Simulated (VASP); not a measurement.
# InSe (P6_3/mmc) in VASP: a series of runs

Aim: see how the results for InSe move with the level of theory and the settings. Levels: r2SCAN, PBE, TB-mBJ. Tasks: band structure.

Program: VASP 6.6.1. These are calculated values, not measurements. Logs are shortened: lines on timing, memory, paths and dates and some standing lists are left out, and cuts for length are marked.

## Step 1: Starting point

The structure is hexagonal, space group P6_3/mmc (No. 194). Conventional cell: a = 4.033 Å, b = 4.033 Å, c = 16.758 Å, α = 90.00°, β = 90.00°, γ = 120.00°. Around In (site symmetry 3m) lie 3 Se at 2.66 Å and 1 In at 2.79 Å. Se (site symmetry 3m) is surrounded by 3 In at 2.66 Å.

## Step 2: Band structure, r2SCAN

INCAR

```
SYSTEM = InSe
PREC = Accurate
ENCUT = 520
EDIFF = 1E-6
ISMEAR = 0
SIGMA = 0.03
LREAL = .False.
LASPH = .True.
NELM = 80
ALGO = Normal
ISIF = 2
LWAVE = .False.
LCHARG = .False.
METAGGA = R2SCAN
LMIXTAU = .True.
NBANDS = 48
KPAR = 2
```

KPOINTS

```
Automatic mesh
0
Gamma
  9 9 2
  0 0 0
```

POSCAR

```
InSe                                    
1.0
    4.0325940883     -0.0000000000      0.0000000000
   -2.0162970441      3.4923289236      0.0000000000
    0.0000000000     -0.0000000000     16.7578863181
  In              Se            
     4     4
Direct
     0.3333333332999970    0.6666666667000030    0.1666317070947020
     0.6666666667000030    0.3333333332999970    0.6666317070947020
     0.3333333332999970    0.6666666667000030    0.3333682929052980
     0.6666666667000030    0.3333333332999970    0.8333682929052980
     0.3333333332999970    0.6666666667000030    0.5897259163387023
     0.6666666667000030    0.3333333332999970    0.0897259163387023
     0.3333333332999970    0.6666666667000030    0.9102740836612977
     0.6666666667000030    0.3333333332999970    0.4102740836612977
```

KPOINTS_OPT

```
explicit points
168
Reciprocal
 0.0000000000  0.0000000000  0.0000000000 1
 0.0555555556  0.0000000000  0.0000000000 1
 0.1111111111  0.0000000000  0.0000000000 1
 0.1666666667  0.0000000000  0.0000000000 1
 0.2222222222  0.0000000000  0.0000000000 1
 0.2777777778  0.0000000000  0.0000000000 1
[... 160 lines left out ...]
 0.5000000000  0.0000000000  0.0943072600 1
 0.5000000000  0.0000000000 -0.0943072600 1
```

Potentials or basis: VASP PAW PBE potentials, release 64 (In_d, Se).

On the command line:

```sh
cat potpaw_PBE.64/In_d/POTCAR potpaw_PBE.64/Se/POTCAR > POTCAR
mpirun -np 2 vasp_std > vasp.out
```

OUTCAR:

```text
SYSTEM = InSe
   PREC = Accurate
   ENCUT = 520
   EDIFF = 1E-6
   ISMEAR = 0
   LREAL = .False.
   LASPH = .True.
   NELM = 80
   ISIF = 2
   METAGGA = R2SCAN

 ion  position               nearest neighbor table
   1  0.333  0.667  0.167-   6 2.66   6 2.66   6 2.66   3 2.79
   2  0.667  0.333  0.667-   5 2.66   5 2.66   5 2.66   4 2.79
   3  0.333  0.667  0.333-   8 2.66   8 2.66   8 2.66   1 2.79
   4  0.667  0.333  0.833-   7 2.66   7 2.66   7 2.66   2 2.79
   5  0.333  0.667  0.590-   2 2.66   2 2.66   2 2.66
   6  0.667  0.333  0.090-   1 2.66   1 2.66   1 2.66
   7  0.333  0.667  0.910-   4 2.66   4 2.66   4 2.66
   8  0.667  0.333  0.410-   3 2.66   3 2.66   3 2.66

  LATTYP: Found a hexagonal cell.
 ALAT       =     4.0325940883
 C/A-ratio  =     4.1556095037

  Lattice vectors:

 A1 = (   4.0325940883,   0.0000000000,   0.0000000000)
 A2 = (  -2.0162970441,   3.4923289236,   0.0000000000)
 A3 = (   0.0000000000,   0.0000000000,  16.7578863181)

Analysis of symmetry for initial positions (statically):
=====================================================================
 Subroutine PRICEL returns:
 Original cell was already a primitive cell.

 Routine SETGRP: Setting up the symmetry group for a
 hexagonal supercell.

 Subroutine GETGRP returns: Found 24 space group operations
 (whereof 12 operations were pure point group operations)
 out of a pool of 24 trial point group operations.

The static configuration has the point symmetry D_3d.
 The point group associated with its full space group is D_6h.

Analysis of symmetry for dynamics (positions and initial velocities):
=====================================================================
 Subroutine PRICEL returns:
 Original cell was already a primitive cell.

 Routine SETGRP: Setting up the symmetry group for a
 hexagonal supercell.

 Subroutine GETGRP returns: Found 24 space group operations
 (whereof 12 operations were pure point group operations)
 out of a pool of 24 trial point group operations.

The dynamic configuration has the point symmetry D_3d.
 The point group associated with its full space group is D_6h.

 Subroutine INISYM returns: Found 24 space group operations
 (whereof 12 operations are pure point group operations),
 and found     1 'primitive' translations

----------------------------------------------------------------------------------------

                                     Primitive cell

  volume of cell :     236.0037

  direct lattice vectors                    reciprocal lattice vectors
     4.032594088  0.000000000  0.000000000     0.247979335  0.143170936  0.000000000
    -2.016297044  3.492328924  0.000000000     0.000000000  0.286341872  0.000000000
     0.000000000  0.000000000 16.757886318     0.000000000  0.000000000  0.059673397

  length of vectors
     4.032594088  4.032594088 16.757886318     0.286341872  0.286341872  0.059673397

  position of ions in fractional coordinates (direct lattice)
     0.333333333  0.666666667  0.166631707
     0.666666667  0.333333333  0.666631707
     0.333333333  0.666666667  0.333368293
     0.666666667  0.333333333  0.833368293
     0.333333333  0.666666667  0.589725916
     0.666666667  0.333333333  0.089725916
     0.333333333  0.666666667  0.910274084
     0.666666667  0.333333333  0.410274084

  ion indices of the primitive-cell ions
   primitive index   ion index
                 1           1
                 2           2
                 3           3
                 4           4
                 5           5
                 6           6
                 7           7
                 8           8

----------------------------------------------------------------------------------------

 KPOINTS: Automatic mesh

Automatic generation of k-mesh.
 Grid dimensions read from file:
 generate k-points for:    9    9    2

 Generating k-lattice:

  Cartesian coordinates                     Fractional coordinates (reciprocal lattice)
     0.027553259  0.015907882  0.000000000     0.111111111 -0.000000000  0.000000000
     0.000000000  0.031815764  0.000000000     0.000000000  0.111111111  0.000000000
     0.000000000  0.000000000  0.029836698     0.000000000  0.000000000  0.500000000

  Length of vectors
     0.031815764  0.031815764  0.029836698

  Shift w.r.t. Gamma in fractional coordinates (k-lattice)
     0.000000000  0.000000000  0.000000000

 Subroutine IBZKPT returns following result:
 ===========================================

 Found     24 irreducible k-points:

 Following reciprocal coordinates:
            Coordinates               Weight
  0.000000  0.000000  0.000000      1.000000
  0.111111  0.000000  0.000000      6.000000
  0.222222 -0.000000  0.000000      6.000000
  0.333333  0.000000  0.000000      6.000000
  0.444444 -0.000000  0.000000      6.000000
  0.111111  0.111111  0.000000      6.000000
[... 16 lines left out ...]
  0.333333  0.222222  0.500000     12.000000
[... 44 lines left out ...]
   METAGGA = R2SCAN    functional components
   LHFCALC =     F    Hartree Fock is set to
   AEXX    =    0.0000 exact exchange contribution
   IVDW    =     0    specifies the selected vdW correction
   LEPSILON=     F    determine dielectric tensor
   LRPA    =     F    only Hartree local field effects (RPA)
 non-spin polarized calculation
 Gauss-broadening in eV      SIGMA  =   0.03
  energy-cutoff  :      520.00
  volume of cell :      236.00
 maximum number of plane-waves:      6394
 NGX is ok and might be reduce to    30
   NGX = 15   NGY = 15   NGZ = 63

 number of electron      76.0000014 magnetization

 Free energy of the ion-electron system (eV)
  ---------------------------------------------------
  ext. energy  EPLUGINS =         0.00000000
  ---------------------------------------------------
  free energy    TOTEN  =      -152.91207318 eV

  energy without entropy =     -152.91207318  energy(sigma->0) =     -152.91207318

 E-fermi :   3.9364     XC(G=0):  -9.4052

 val. band max:        3.7854375897   @ k =   0.0000   0.0000   0.0000
 cond. band min:       4.5649181792   @ k =   0.0000   0.0000   0.0000
 fundamental gap:      0.7794805894
 Fermi energy:         3.9364240336

 k-point     1 :       0.0000    0.0000    0.0000
  band No.  band energies     occupation
      1     -11.5031      2.00000
      2     -11.5025      2.00000
      3     -11.3166      2.00000
      4     -11.3166      2.00000
      5     -11.3162      2.00000
      6     -11.3162      2.00000
[... 40 lines left out ...]
     47       9.3189      0.00000
     48       9.6286      0.00000

 k-point     2 :       0.1111    0.0000    0.0000
  band No.  band energies     occupation
      1     -11.5039      2.00000
      2     -11.5035      2.00000
      3     -11.3626      2.00000
      4     -11.3563      2.00000
      5     -11.3144      2.00000
      6     -11.3139      2.00000
[... 40 lines left out ...]
     47       8.9881      0.00000
     48       9.4490      0.00000

 k-point     3 :       0.2222   -0.0000    0.0000
  band No.  band energies     occupation
      1     -11.5274      2.00000
      2     -11.5233      2.00000
      3     -11.4310      2.00000
      4     -11.4220      2.00000
      5     -11.3909      2.00000
      6     -11.3764      2.00000
[... 40 lines left out ...]
     47       8.6844      0.00000
     48       8.8333      0.00000

 k-point     4 :       0.3333    0.0000    0.0000
  band No.  band energies     occupation
      1     -11.5914      2.00000
      2     -11.5827      2.00000
      3     -11.4801      2.00000
      4     -11.4668      2.00000
      5     -11.4446      2.00000
      6     -11.4407      2.00000
[... 958 lines left out ...]
     47       9.0648      0.00000
     48       9.0648      0.00000

 k-point    23 :       0.3333    0.2222    0.5000
  band No.  band energies     occupation
      1     -11.6326      2.00000
      2     -11.6326      2.00000
      3     -11.5313      2.00000
      4     -11.5313      2.00000
      5     -11.4407      2.00000
      6     -11.4407      2.00000
[... 40 lines left out ...]
     47       9.2001      0.00000
     48       9.2001      0.00000

 k-point    24 :       0.3333    0.3333    0.5000
  band No.  band energies     occupation
      1     -11.6377      2.00000
      2     -11.6377      2.00000
      3     -11.5393      2.00000
      4     -11.5393      2.00000
      5     -11.4399      2.00000
      6     -11.4399      2.00000
[... 40 lines left out ...]
     47       9.8671      0.00000
     48       9.8671      0.00000

------------------------ aborting loop because EDIFF is reached ----------------------------------------

  FORCE on cell =-STRESS in cart. coord.  units (eV):
  Direction    XX          YY          ZZ          XY          YZ          ZX
  --------------------------------------------------------------------------------------
  -------------------------------------------------------------------------------------
  Total       -0.0232952     -0.0232952      0.3792928     -0.0000000      0.0000000      0.0000000
  in kB       -0.1581456     -0.1581456      2.5749348     -0.0000000      0.0000000      0.0000000
  external PRESSURE =       0.7528812 kB  Pullay stress =       0.0000000 kB

 VOLUME and BASIS-vectors are now :
 -----------------------------------------------------------------------------
  energy-cutoff  :      520.00
  volume of cell :      236.00
      direct lattice vectors                 reciprocal lattice vectors
     4.032594088  0.000000000  0.000000000     0.247979335  0.143170936  0.000000000
    -2.016297044  3.492328924  0.000000000     0.000000000  0.286341872  0.000000000
     0.000000000  0.000000000 16.757886318     0.000000000  0.000000000  0.059673397

 POSITION                                       TOTAL-FORCE (eV/Angst)
 -----------------------------------------------------------------------------------
     -0.00000      2.32822      2.79240        -0.000000     -0.000000     -0.118962
      2.01630      1.16411     11.17134        -0.000000     -0.000000     -0.118962
     -0.00000      2.32822      5.58655         0.000000      0.000000      0.118962
      2.01630      1.16411     13.96549         0.000000      0.000000      0.118962
     -0.00000      2.32822      9.88256        -0.000000      0.000000      0.258336
      2.01630      1.16411      1.50362        -0.000000      0.000000      0.258336
     -0.00000      2.32822     15.25427        -0.000000     -0.000000     -0.258336
      2.01630      1.16411      6.87533        -0.000000     -0.000000     -0.258336
 -----------------------------------------------------------------------------------
    total drift:                               -0.000000      0.000000      0.000000

  FREE ENERGIE OF THE ION-ELECTRON SYSTEM (eV)
  ---------------------------------------------------
  free  energy   TOTEN  =      -152.9120731814 eV

  energy  without entropy=     -152.9120731814  energy(sigma->0) =     -152.91207318
```

Run time: 41 min. Hardware: 2 MPI ranks of Intel Xeon Platinum 8559C (Emerald Rapids), shared host; peak memory 0.62 GiB.

What came out:

```yaml
Free_energy: -152.9121 eV
Pressure: 0.1 GPa
Largest_force: 0.258 eV/Å
Band_gap_on_the_k_mesh: 0.78 eV, direct
Band_gap_along_the_path: 0.78 eV, direct
```

Forces in eV/Å, atoms in the order of the input:
```
In   0.000  0.000 -0.119
In   0.000  0.000 -0.119
In   0.000  0.000  0.119
In   0.000  0.000  0.119
Se   0.000  0.000  0.258
Se   0.000  0.000  0.258
Se   0.000  0.000 -0.258
Se   0.000  0.000 -0.258
```

Levels at the corners of the path, in eV from the valence-band top:
```
point  band 34  band 35  band 36  band 37  band 38  band 39  band 40  band 41  band 42  band 43
    Γ    -1.23    -1.23    -1.16    -1.16     0.00     0.78     2.08     2.57     2.59     4.53
    M    -2.25    -2.13    -2.12    -2.05    -1.40     1.44     1.46     2.18     2.29     3.73
    M    -2.25    -2.13    -2.12    -2.05    -1.40     1.44     1.46     2.18     2.29     3.73
    K    -2.78    -2.18    -2.18    -1.74    -1.74     1.70     2.29     2.75     2.75     3.56
    K    -2.78    -2.18    -2.18    -1.74    -1.74     1.70     2.29     2.75     2.75     3.56
    Γ    -1.23    -1.23    -1.16    -1.16     0.00     0.78     2.08     2.57     2.59     4.53
    Γ    -1.23    -1.23    -1.16    -1.16     0.00     0.78     2.08     2.57     2.59     4.53
    A    -1.19    -1.19    -1.19    -0.86    -0.86     1.56     1.56     2.59     2.59     4.60
    A    -1.19    -1.19    -1.19    -0.86    -0.86     1.56     1.56     2.59     2.59     4.60
    L    -2.34    -2.13    -2.13    -1.76    -1.76     1.73     1.73     1.89     1.89     3.92
    L    -2.34    -2.13    -2.13    -1.76    -1.76     1.73     1.73     1.89     1.89     3.92
    H    -2.62    -2.48    -2.48    -1.59    -1.59     1.95     1.95     2.61     2.61     3.73
    H    -2.62    -2.48    -2.48    -1.59    -1.59     1.95     1.95     2.61     2.61     3.73
    A    -1.19    -1.19    -1.19    -0.86    -0.86     1.56     1.56     2.59     2.59     4.60
    L    -2.34    -2.13    -2.13    -1.76    -1.76     1.73     1.73     1.89     1.89     3.92
    M    -2.25    -2.13    -2.12    -2.05    -1.40     1.44     1.46     2.18     2.29     3.73
    K    -2.78    -2.18    -2.18    -1.74    -1.74     1.70     2.29     2.75     2.75     3.56
    H    -2.62    -2.48    -2.48    -1.59    -1.59     1.95     1.95     2.61     2.61     3.73
```

Caveat: the PAW data sets were made with another functional, which shifts forces and pressure a little; spin-orbit coupling is left out, which moves the levels of the heavy elements. r2SCAN opens gaps a little over a GGA but as a rule still falls short of measured ones.

## Step 3: Band structure, PBE, spin-orbit coupling, no magnetisation

INCAR

```
SYSTEM = InSe
PREC = Accurate
ENCUT = 520
EDIFF = 1E-6
ISMEAR = 0
SIGMA = 0.03
LREAL = .False.
LASPH = .True.
NELM = 80
ALGO = Fast
ISIF = 2
LWAVE = .False.
LCHARG = .False.
MAGMOM = 0 0 0 0 0 0 0 0 0 0 0 0 0 0 0 0 0 0 0 0 0 0 0 0
LORBIT = 11
LSORBIT = .True.
GGA_COMPAT = .False.
GGA = PE
NBANDS = 94
KPAR = 2
```

KPOINTS

```
Automatic mesh
0
Gamma
  6 6 2
  0 0 0
```

POSCAR is that of step 2.

KPOINTS_OPT is that of step 2.

Potentials or basis: VASP PAW PBE potentials, release 64 (In_d, Se).

On the command line:

```sh
cat potpaw_PBE.64/In_d/POTCAR potpaw_PBE.64/Se/POTCAR > POTCAR
mpirun -np 2 vasp_ncl > vasp.out
```

It took 58 min on 2 MPI ranks of Intel Xeon Platinum 8559C (Emerald Rapids), shared host; peak memory 1.1 GiB.

The run converged. Its results:

| Property | Result |
| --- | --- |
| Free energy | -28.5324 eV |
| Pressure | 1.7 GPa |
| Largest force | 0.020 eV/Å |
| Valence electrons inside the program's atomic spheres | In 11.40; Se 3.83 |

Forces in eV/Å, atoms in the order of the input:
```
In   0.000  0.000 -0.001
In   0.000  0.000 -0.001
In   0.000  0.000  0.001
In   0.000  0.000  0.001
Se   0.000  0.000  0.020
Se   0.000  0.000  0.020
Se   0.000  0.000 -0.020
Se   0.000  0.000 -0.020
```

Caveat: this functional lacks dispersion, which binds the layers, so the pressure and a relaxed spacing across them are unreliable.

## Step 4: Band structure, TB-mBJ

POSCAR is that of step 3.

INCAR.step1

```
SYSTEM = InSe
PREC = Accurate
ENCUT = 520
EDIFF = 1E-5
ISMEAR = 0
SIGMA = 0.03
LREAL = .False.
LASPH = .True.
NELM = 80
ALGO = Normal
ISIF = 2
LWAVE = .True.
LCHARG = .False.
NBANDS = 48
KPAR = 2
GGA = PE
```

INCAR.step2

```
SYSTEM = InSe
PREC = Accurate
ENCUT = 520
EDIFF = 1E-6
ISMEAR = 0
SIGMA = 0.03
LREAL = .False.
LASPH = .True.
NELM = 80
ALGO = Normal
ISIF = 2
LWAVE = .False.
LCHARG = .False.
METAGGA = MBJ
NBANDS = 48
KPAR = 2
ISTART = 1
```

KPOINTS

```
Automatic mesh
0
Gamma
  9 9 2
  0 0 0
```

KPOINTS_OPT is that of step 3.

On the command line:

```sh
cat potpaw_PBE.64/In_d/POTCAR potpaw_PBE.64/Se/POTCAR > POTCAR
cp INCAR.step1 INCAR
mpirun -np 2 vasp_std > vasp.out
cp INCAR.step2 INCAR
mpirun -np 2 vasp_std > vasp.out
```

Run time: 18 min. Hardware: 2 MPI ranks of Intel Xeon Platinum 8559C (Emerald Rapids), shared host; peak memory 0.6 GiB.

The run converged. Its results:

* Band gap on the k mesh: 1.16 eV, direct
* Band gap along the path: 1.16 eV, direct

Levels at the corners of the path, in eV from the valence-band top:
| point | band 35 | band 36 | band 37 | band 38 | band 39 | band 40 | band 41 | band 42 |
| --- | --- | --- | --- | --- | --- | --- | --- | --- |
| Γ | -1.26 | -1.19 | -1.19 | 0.00 | 1.16 | 2.25 | 2.83 | 2.89 |
| M | -2.01 | -2.00 | -1.89 | -1.25 | 1.69 | 1.81 | 2.34 | 2.51 |
| M | -2.01 | -2.00 | -1.89 | -1.25 | 1.69 | 1.81 | 2.34 | 2.51 |
| K | -2.07 | -2.07 | -1.57 | -1.57 | 1.98 | 2.46 | 2.93 | 2.93 |
| K | -2.07 | -2.07 | -1.57 | -1.57 | 1.98 | 2.46 | 2.93 | 2.93 |
| Γ | -1.26 | -1.19 | -1.19 | 0.00 | 1.16 | 2.25 | 2.83 | 2.89 |
| Γ | -1.26 | -1.19 | -1.19 | 0.00 | 1.16 | 2.25 | 2.83 | 2.89 |
| A | -1.22 | -1.22 | -0.71 | -0.71 | 1.79 | 1.79 | 2.85 | 2.85 |
| A | -1.22 | -1.22 | -0.71 | -0.71 | 1.79 | 1.79 | 2.85 | 2.85 |
| L | -2.07 | -2.07 | -1.56 | -1.56 | 1.96 | 1.96 | 2.17 | 2.17 |
| L | -2.07 | -2.07 | -1.56 | -1.56 | 1.96 | 1.96 | 2.17 | 2.17 |
| H | -2.30 | -2.30 | -1.46 | -1.46 | 2.19 | 2.19 | 2.80 | 2.80 |
| H | -2.30 | -2.30 | -1.46 | -1.46 | 2.19 | 2.19 | 2.80 | 2.80 |
| A | -1.22 | -1.22 | -0.71 | -0.71 | 1.79 | 1.79 | 2.85 | 2.85 |
| L | -2.07 | -2.07 | -1.56 | -1.56 | 1.96 | 1.96 | 2.17 | 2.17 |
| M | -2.01 | -2.00 | -1.89 | -1.25 | 1.69 | 1.81 | 2.34 | 2.51 |
| K | -2.07 | -2.07 | -1.57 | -1.57 | 1.98 | 2.46 | 2.93 | 2.93 |
| H | -2.30 | -2.30 | -1.46 | -1.46 | 2.19 | 2.19 | 2.80 | 2.80 |

Caveat: the PAW data sets were made with another functional, which shifts forces and pressure a little; spin-orbit coupling is left out, which moves the levels of the heavy elements.

## Step 5: Summary

```csv
level,spin,k mesh,gap on the mesh (eV),pressure (GPa),largest force (eV/Å)
r2SCAN,off,9 × 9 × 2,0.78,0.1,0.26
PBE,"SOC, no magnetisation",6 × 6 × 2,-,1.7,0.02
TB-mBJ,off,9 × 9 × 2,1.16,-,-
```

Alike in all rows: task band structure; potentials or basis VASP PAW PBE potentials, release 64 (In_d, Se); cell as given; cutoff (eV) 520; smearing gaussian 0.03 eV.

Caveats: the PAW data sets were made with another functional, which shifts forces and pressure a little (some runs); spin-orbit coupling is left out, which moves the levels of the heavy elements (some runs); this functional lacks dispersion, which binds the layers, so the pressure and a relaxed spacing across them are unreliable (some runs).

Absolute energies hang on the potentials; compare differences alone.
